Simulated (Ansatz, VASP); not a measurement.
# InAs: VASP beside Ansatz, part 2 of 2

Wanted: the spread between two codes on one cell, functional and k mesh.

VASP 6.6.1 and Ansatz 0.2.0.

So far. Step 2 (VASP: band structure, PBEsol): The run ends at a pressure of 1.47 GPa.

## 6. VASP: band structure, r2SCAN

Level of this step: r2SCAN; plane waves and PAW (In_d, As) (VASP).

The same path points are solved in both programs, so levels can be compared one by one.

Contents of INCAR:

```
SYSTEM = InAs
PREC = Accurate
ENCUT = 400
EDIFF = 1E-06
NELM = 100
ISMEAR = 0
SIGMA = 0.02
LREAL = .FALSE.
ALGO = Normal
METAGGA = R2SCAN
LASPH = .TRUE.
NBANDS = 21
LORBIT = 11
LWAVE = .FALSE.
LCHARG = .FALSE.
KPAR = 4
```

Contents of POSCAR:

```
InAs
1.0
    0.0000000000      3.0290000000      3.0290000000
    3.0290000000      0.0000000000      3.0290000000
    3.0290000000      3.0290000000      0.0000000000
In As
1 1
Direct
    0.0000000000      0.0000000000      0.0000000000
    0.2500000000      0.2500000000      0.2500000000
```

Contents of KPOINTS:

```
Automatic mesh
0
Gamma
4 4 4
0 0 0
```

Contents of KPOINTS_OPT:

```
Line mode
16
Line-mode
Reciprocal
  0.00000000   0.00000000   0.00000000 GAMMA
  0.50000000   0.00000000   0.50000000 X

  0.50000000   0.00000000   0.50000000 X
  0.50000000   0.25000000   0.75000000 W

  0.50000000   0.25000000   0.75000000 W
  0.37500000   0.37500000   0.75000000 K

  0.37500000   0.37500000   0.75000000 K
  0.00000000   0.00000000   0.00000000 GAMMA

  0.00000000   0.00000000   0.00000000 GAMMA
  0.50000000   0.50000000   0.50000000 L

  0.50000000   0.50000000   0.50000000 L
  0.62500000   0.25000000   0.62500000 U

  0.62500000   0.25000000   0.62500000 U
  0.50000000   0.25000000   0.75000000 W

  0.50000000   0.25000000   0.75000000 W
  0.50000000   0.50000000   0.50000000 L

  0.50000000   0.50000000   0.50000000 L
  0.37500000   0.37500000   0.75000000 K

  0.62500000   0.25000000   0.62500000 U
  0.50000000   0.00000000   0.50000000 X
```

The projector-augmented-wave data sets are In_d and As (PBE family, release 64).

Started as:

```sh
$ mpirun -np 4 vasp_std
```

Numbers of over 12 decimals in the logs are rounded to 6 here.

The log of the run:

```text
[banner, memory and clock lines left out]
running    4 mpi-ranks, on    1 nodes
[...]
[... a notice as in an earlier step ...]

 LDA part: xc-table for (None), standard interpolation
 POSCAR, INCAR and KPOINTS ok, starting setup
[...]
entering main loop
       N       E                     dE             d eps       ncg     rms          rms(c)
DAV:   1     0.864193096699E+02    0.86419E+02   -0.67841E+03   336   0.808E+02
DAV:   2    -0.307614486076E+02   -0.11718E+03   -0.11009E+03   356   0.238E+02
DAV:   3    -0.410309906896E+02   -0.10270E+02   -0.10150E+02   376   0.688E+01
DAV:   4    -0.413172723532E+02   -0.28628E+00   -0.28586E+00   414   0.115E+01
[...]
DAV:  11    -0.379248979917E+02   -0.31141E-04   -0.18908E-05   425   0.279E-02    0.928E-02
DAV:  12    -0.379248960543E+02    0.19373E-05   -0.34311E-05   386   0.603E-02    0.518E-02
DAV:  13    -0.379248960974E+02   -0.43037E-07   -0.15856E-06   427   0.705E-03
   1 F= -.37924896E+02 E0= -.37924896E+02  d E =-.331260E-14
 Start KPOINTS_OPT (optional k-point list driver)
k-point batch [1-8\160]
       N       E                     dE             ncg
DAV:   1     0.303867136209E+03   -0.57321E+03      341
DAV:   2    -0.724879920290E+03   -0.10287E+04      371
DAV:   3    -0.808110311881E+03   -0.83230E+02      371
DAV:   4    -0.810477567309E+03   -0.23673E+01      414
DAV:   5    -0.810616549873E+03   -0.13898E+00      526
DAV:   6    -0.810618333938E+03   -0.17841E-02      427
DAV:   7    -0.810618417377E+03   -0.83439E-04      532
DAV:   8    -0.810618418053E+03   -0.67610E-06      326
[...]
k-point batch [153-160\160]
       N       E                     dE             ncg
DAV:   1     0.134272207274E+03   -0.43983E+04      341
DAV:   2    -0.828344029608E+03   -0.96262E+03      359
DAV:   3    -0.907216295601E+03   -0.78872E+02      436
DAV:   4    -0.909116250075E+03   -0.19000E+01      427
DAV:   5    -0.909201841480E+03   -0.85591E-01      498
DAV:   6    -0.909203346610E+03   -0.15051E-02      448
DAV:   7    -0.909203400549E+03   -0.53939E-04      517
DAV:   8    -0.909203400965E+03   -0.41597E-06      328
```

OUTCAR, selected parts (step 6):

```text
  Total        0.5786179      0.5786179      0.5786179      0.0000000      0.0000000     -0.0000000
  in kB       16.6791763     16.6791763     16.6791763      0.0000000      0.0000000     -0.0000000
  external PRESSURE =      16.6791763 kB  Pullay stress =       0.0000000 kB

 POSITION                                       TOTAL-FORCE (eV/Angst)
 -----------------------------------------------------------------------------------
      0.00000      0.00000      0.00000         0.000000      0.000000      0.000000
      1.51450      1.51450      1.51450        -0.000000     -0.000000     -0.000000
 -----------------------------------------------------------------------------------
    total drift:                                0.000013      0.000013      0.000013

  FREE ENERGIE OF THE ION-ELECTRON SYSTEM (eV)
  ---------------------------------------------------
  free  energy   TOTEN  =       -37.9248960974 eV

  energy  without entropy=      -37.9248960974  energy(sigma->0) =      -37.92489610

[... 2 parts as in an earlier step ...]

[... 1 further part left out ...]
[key lines of the parts left out:]
E-fermi :   4.3680
```

The run ends at a pressure of 1.67 GPa.

## 7. Ansatz: band structure, r2SCAN

The same cell, functional, mesh and smearing now go to Ansatz, which takes its cutoff from its data sets.

Contents of input.yaml:

```yaml
crystal:
  lattice:
    - [0.0, 3.029, 3.029]
    - [3.029, 0.0, 3.029]
    - [3.029, 3.029, 0.0]
  atoms:
    - { symbol: In, position: [0.0, 0.0, 0.0] }
    - { symbol: As, position: [0.25, 0.25, 0.25] }
hamiltonian:
  xc: r2scan
  pseudopotentials: { kind: paw }
kpoints:
  mp_grid: { grid: [4, 4, 4] }
  band_path:
    path:
      - [0.0, 0.0, 0.0]
      - [0.16667, 0.0, 0.16667]
      - [0.33333, 0.0, 0.33333]
      - [0.5, 0.0, 0.5]
      - [0.5, 0.08333, 0.58333]
      - [0.5, 0.18333, 0.68333]
      - [0.5, 0.25, 0.75]
      - [0.45, 0.3, 0.75]
      - [0.40833, 0.34167, 0.75]
      - [0.35, 0.35, 0.7]
      - [0.225, 0.225, 0.45]
      - [0.075, 0.075, 0.15]
      - [0.03333, 0.03333, 0.03333]
      - [0.23333, 0.23333, 0.23333]
      - [0.4, 0.4, 0.4]
      - [0.51667, 0.46667, 0.51667]
      - [0.55833, 0.38333, 0.55833]
      - [0.60833, 0.28333, 0.60833]
      - [0.60833, 0.25, 0.64167]
      - [0.55833, 0.25, 0.69167]
      - [0.51667, 0.25, 0.73333]
      - [0.5, 0.3, 0.7]
      - [0.5, 0.38333, 0.61667]
      - [0.5, 0.48333, 0.51667]
      - [0.475, 0.475, 0.55]
      - [0.425, 0.425, 0.65]
      - [0.38333, 0.38333, 0.73333]
      - [0.59167, 0.18333, 0.59167]
      - [0.55, 0.1, 0.55]
      - [0.5, 0.0, 0.5]
    npoints: 1
scf:
  occupations: { method: gaussian, width: 0.02 }
  n_extra_bands: 7
output:
  forces: true
  stress: true
  eigenvalues: true
```

Started as:

```sh
$ ansatz run input.yaml --threads 2 --pin off --max-ram 4608MiB --backend cpu --events-out ev --progress --plain --runs-dir out
```

The log of the run:

```text
[...]
Crystal: 2 atoms, lattice volume = 55.581 Å³
Basis set: ecut = 500 eV, 1411 PW (Γ), exchange–correlation on 128×128×128 points (64 copies of the dense FFT grid, shifted against one another)
Bands: 21, of which v1, the nominal top of the filled ones, is band 14 counted from 1 (13 counted from 0)
Symmetry: 24 space group operations
[...]
k-point 0: bands = [... 10 lower, -4.6724, 7.5828, 7.5828, 7.5828, 7.7907, 11.8342, 11.8342, 11.8342, ... 3 higher]
  k-point 1: bands = [... 10 lower, -4.0443, 3.8792, 7.0020, 7.0020, 9.1683, 12.5641, 12.5641, 13.1437, ... 3 higher]
  k-point 2: bands = [... 10 lower, -3.1458, 1.7194, 6.5721, 6.5721, 8.8749, 12.6067, 12.6067, 14.8383, ... 3 higher]
  k-point 7: bands = [... 10 lower, -2.5300, 1.8081, 4.5633, 4.6616, 12.1491, 12.1511, 13.0438, 14.0667, ... 3 higher]
[key lines of the parts left out:]
SCF converged after 6 iterations
Free energy (F): -10477.044896 eV
Fermi energy:    7.687767 eV
P = ⅓ Tr σ = 1.6657 GPa (16.657 kbar)
```

It took 3.7 s on 2 threads of Arm Neoverse V1, shared host; peak memory 0.44 GiB; 6.9 s of CPU time.

## 8. Differences

What differs besides the data sets and the points named for the pairs above, as far as they apply: VASP keeps PBE cores, Ansatz makes them for the functional; the cutoff is 500 eV in Ansatz and 400 eV in VASP. Total energies have different zeros and are not compared.

The two programs side by side:

```csv
quantity,Ansatz,VASP,difference
pressure (GPa),1.67,1.67,0.00
gap over the path points (eV),0.208,0.207,+0.001
```

Levels at points of the path, from each program's valence-band top (eV; 3 filled, then empty):

```csv
k (reciprocal lattice),Ansatz,VASP
0.000 0.000 0.000,0.00 0.00 0.00 0.21 4.25 4.25,0.00 0.00 0.00 0.21 4.24 4.24
0.167 0.000 0.167,-2.48 -0.84 -0.84 2.54 3.21 5.54,-2.48 -0.85 -0.85 2.54 3.20 5.53
0.333 0.000 0.333,-4.76 -1.95 -1.95 2.12 2.89 7.95,-4.77 -1.96 -1.96 2.11 2.88 7.95
0.500 0.000 0.500,-5.93 -2.38 -2.38 1.81 2.33 9.79,-5.93 -2.38 -2.38 1.80 2.33 9.79
0.500 0.083 0.583,-5.89 -2.56 -2.54 2.25 2.75 8.77,-5.90 -2.56 -2.54 2.25 2.75 8.76
0.500 0.183 0.683,-5.80 -2.92 -2.84 3.65 3.98 6.54,-5.81 -2.93 -2.85 3.65 3.98 6.53
0.500 0.250 0.750,-5.78 -3.02 -2.92 4.57 4.57 5.46,-5.78 -3.02 -2.93 4.56 4.57 5.45
0.450 0.300 0.750,-5.77 -3.20 -2.54 3.51 4.65 6.22,-5.78 -3.21 -2.55 3.50 4.65 6.21
0.408 0.342 0.750,-5.78 -3.31 -2.14 2.65 4.62 7.20,-5.79 -3.32 -2.14 2.64 4.62 7.19
0.350 0.350 0.700,-5.72 -3.42 -1.84 2.54 5.19 7.42,-5.73 -3.43 -1.84 2.53 5.19 7.41
```

Among the levels compared at these points, filled levels agree within 8 meV and empty ones within 11 meV. Ansatz's pressure holds a Pulay correction of 0.02 GPa; VASP's holds none.

## 9. VASP: band structure, PBE, spin-orbit coupling

With cell and atoms fixed, the geometry can't cause a difference; cores, projectors, grids and the points listed under the comparison can.

Edit INCAR of step 6 so:

```diff
@@ -9,5 +9,9 @@
 ALGO = Normal
-METAGGA = R2SCAN
+GGA = PE
+LNONCOLLINEAR = .TRUE.
+MAGMOM = 0 0 0 0 0 0
+NBANDS = 30
+GGA_COMPAT = .FALSE.
 LASPH = .TRUE.
-NBANDS = 21
+LSORBIT = .TRUE.
 LORBIT = 11
```

POSCAR is that of step 6.

Contents of KPOINTS:

```
Automatic mesh
0
Gamma
6 6 6
0 0 0
```

KPOINTS_OPT is that of step 6.

Started as:

```sh
$ mpirun -np 4 vasp_ncl
```

The log of the run:

```text
[banner, memory and clock lines left out]
running    4 mpi-ranks, on    1 nodes
[...]
LDA part: xc-table for (Slater+PW92), standard interpolation
 POSCAR, INCAR and KPOINTS ok, starting setup
[...]
entering main loop
       N       E                     dE             d eps       ncg     rms          rms(c)
DAV:   1     0.145048147007E+03    0.14505E+03   -0.67583E+03  1320   0.110E+03
DAV:   2     0.774379962364E+01   -0.13730E+03   -0.13142E+03  1332   0.321E+02
DAV:   3    -0.734792148354E+01   -0.15092E+02   -0.14869E+02  1622   0.119E+02
DAV:   4    -0.795599507298E+01   -0.60807E+00   -0.60684E+00  1582   0.247E+01
[...]
DAV:  11    -0.771077880248E+01   -0.86618E-04   -0.14895E-04  1506   0.174E-01    0.141E-02
DAV:  12    -0.771078977007E+01   -0.10968E-04   -0.29689E-05  1640   0.402E-02    0.130E-02
DAV:  13    -0.771078944823E+01    0.32184E-06   -0.11732E-06  1530   0.970E-03
   1 F= -.77107894E+01 E0= -.77107372E+01  d E =-.104480E-03  mag=     0.0000    -0.0000     0.0000
 Start KPOINTS_OPT (optional k-point list driver)
k-point batch [1-22\160]
       N       E                     dE             ncg
DAV:   1     0.116510338796E+04   -0.55513E+04     1320
DAV:   2    -0.184072565764E+04   -0.30058E+04     1350
DAV:   3    -0.216407874895E+04   -0.32335E+03     1708
DAV:   4    -0.217627914195E+04   -0.12200E+02     1668
DAV:   5    -0.217690727686E+04   -0.62813E+00     2156
DAV:   6    -0.217691308349E+04   -0.58066E-02     1728
DAV:   7    -0.217691339853E+04   -0.31504E-03     1980
DAV:   8    -0.217691340495E+04   -0.64218E-05     1696
DAV:   9    -0.217691340517E+04   -0.21294E-06     1116
[...]
k-point batch [155-160\160]
       N       E                     dE             ncg
DAV:   1     0.850136565359E+04   -0.28612E+04      360
DAV:   2     0.769525760435E+04   -0.80611E+03      360
DAV:   3     0.761429135938E+04   -0.80966E+02      474
DAV:   4     0.761163940879E+04   -0.26520E+01      474
DAV:   5     0.761149475261E+04   -0.14466E+00      624
DAV:   6     0.761149386925E+04   -0.88336E-03      482
DAV:   7     0.761149382156E+04   -0.47695E-04      568
DAV:   8     0.761149382041E+04   -0.11507E-05      410
DAV:   9     0.761149382034E+04   -0.69973E-07      408
```

OUTCAR, selected parts (step 9):

```text
  Total        1.2611205      1.2611205      1.2611205     -0.0000000      0.0000000     -0.0000000
  in kB       36.3529231     36.3529231     36.3529231     -0.0000000      0.0000000     -0.0000000
  external PRESSURE =      36.3529231 kB  Pullay stress =       0.0000000 kB

 POSITION                                       TOTAL-FORCE (eV/Angst)
 -----------------------------------------------------------------------------------
      0.00000      0.00000      0.00000         0.000000      0.000000      0.000000
      1.51450      1.51450      1.51450        -0.000000     -0.000000     -0.000000
 -----------------------------------------------------------------------------------
    total drift:                                0.000000      0.000000      0.000000

  FREE ENERGIE OF THE ION-ELECTRON SYSTEM (eV)
  ---------------------------------------------------
  free  energy   TOTEN  =        -7.7107894482 eV

  energy  without entropy=       -7.7106849687  energy(sigma->0) =       -7.71073721

 magnetization (x)
# of ion       s       p       d       tot
------------------------------------------
    1        0.000   0.000   0.000   0.000
    2       -0.000   0.000  -0.000  -0.000
--------------------------------------------------
tot          0.000   0.000   0.000   0.000

 magnetization (y)
# of ion       s       p       d       tot
------------------------------------------
    1        0.000  -0.000  -0.000  -0.000
    2       -0.000   0.000  -0.000  -0.000
--------------------------------------------------
tot         -0.000  -0.000  -0.000  -0.000

 magnetization (z)
# of ion       s       p       d       tot
------------------------------------------
    1        0.000   0.000   0.000   0.000
    2       -0.000   0.000  -0.000   0.000
--------------------------------------------------
tot          0.000   0.000   0.000   0.000

[... 1 part as in an earlier step ...]

[... 2 further parts left out ...]
[key lines of the parts left out:]
E-fermi :   4.5698
```

At this level the cell is under a pressure of 3.6 GPa, so at these settings it is away from equilibrium.

## 10. Ansatz: band structure, PBE, spin-orbit coupling

The same cell, functional, mesh and smearing now go to Ansatz, which takes its cutoff from its data sets.

Edit input.yaml of step 7 so:

```diff
@@ -9,6 +9,9 @@
 hamiltonian:
-  xc: r2scan
-  pseudopotentials: { kind: paw }
+  xc: pbe
+  pseudopotentials: { kind: paw_fr }
+magnetization:
+  noncollinear: true
+  spin_orbit: true
 kpoints:
-  mp_grid: { grid: [4, 4, 4] }
+  mp_grid: { grid: [6, 6, 6] }
   band_path:
@@ -48,3 +51,3 @@
   occupations: { method: gaussian, width: 0.02 }
-  n_extra_bands: 7
+  n_extra_bands: 14
 output:
@@ -53 +56,5 @@
   eigenvalues: true
+  write_density: true
+  write_potential: true
+  elf: true
+  volumetric_format: npy
```

Started as:

```sh
$ ansatz run input.yaml --threads 2 --pin off --max-ram 4608MiB --backend cpu --events-out ev --progress --plain --runs-dir out
```

The log of the run:

```text
[...]
non-collinear run that drives no moment, with spin-orbit: no starting moment large enough to seed its density (crystal.atoms[].spin), no starting occupations that ask for one, no magnetisation constraint and no magnetic field, so the semilocal B_xc is pinned to zero
Crystal: 2 atoms, lattice volume = 55.581 Å³
[...]
k-point 1: bands = [... 24 lower, 7.3448, 7.3448, 7.5797, 7.5908, 9.0075, 9.0075, 11.9056, 11.9056, ... 10 higher]
  k-point 2: bands = [... 24 lower, 6.8655, 6.8655, 7.1092, 7.1188, 8.8770, 8.8770, 12.3757, 12.3757, ... 10 higher]
  k-point 15: bands = [... 24 lower, 4.9480, 4.9895, 5.0352, 5.1092, 10.8241, 10.9107, 11.1627, 11.2586, ... 10 higher]
[key lines of the parts left out:]
SCF converged after 9 iterations
Magnetization: |M| = 0.0000 μB,  M = (+0.0000, +0.0000, +0.0000) μB
Free energy (F): -10456.464746 eV
Fermi energy:    7.892882 eV
P = ⅓ Tr σ = 3.5730 GPa (35.730 kbar)
```

It took 11 s on 2 threads; peak memory 0.51 GiB; 22 s of CPU time.

## 11. Comparison

What differs besides the data sets and the points named for the pairs above, as far as they apply: spin-orbit coupling enters by fully relativistic files in Ansatz and inside the spheres in VASP; the data sets hold 28 valence electrons in Ansatz (fully relativistic PAW (standard-fr) files) and 18 in VASP. Total energies have different zeros and are not compared.

Both answers:

```csv
quantity,Ansatz,VASP,difference
pressure (GPa),3.57,3.64,-0.06
```

Levels from 3 eV below to 2 eV above the Fermi level differ by 3 meV r.m.s. and 8 meV at most; each VASP level is matched to the nearest of Ansatz, which flatters the figure a little. Ansatz's pressure holds a Pulay correction of 0.03 GPa; VASP's holds none.

## 12. What came out

```yaml
r_m_s_difference_of_levels_near_the_fermi_level_band_structure_pbesol: 5.5 meV
difference_in_gap_over_the_path_points_band_structure_r2scan: 8.0e-4 eV
r_m_s_difference_of_levels_near_the_fermi_level_band_structure_pbe_spin_orbit_coupling: 2.9 meV
```

**Reading.** The r.m.s. difference of levels near the Fermi level is 5.5 meV (band structure, PBEsol), within the 80 meV picked in this series as the mark of a large difference. For band structure, PBEsol, no further run moves any of the tabulated differences by more than a quarter of its size. Such differences can come from data sets, numerical settings and the points named under the comparisons, not from the functional's error against experiment.

[Lines on the potential files, build, host, timing and source positions are cut from VASP's logs without a mark.]

[Logs are printed without paths, hosts, clocks, repeated set-up lines and the standing remarks that a program may print on its own settings, such as how far it seeks lower states.]

[Hosts, paths, dates, database ids (printed as entryN), source tags and the programs' standing remarks are cut or masked in the printed files.]
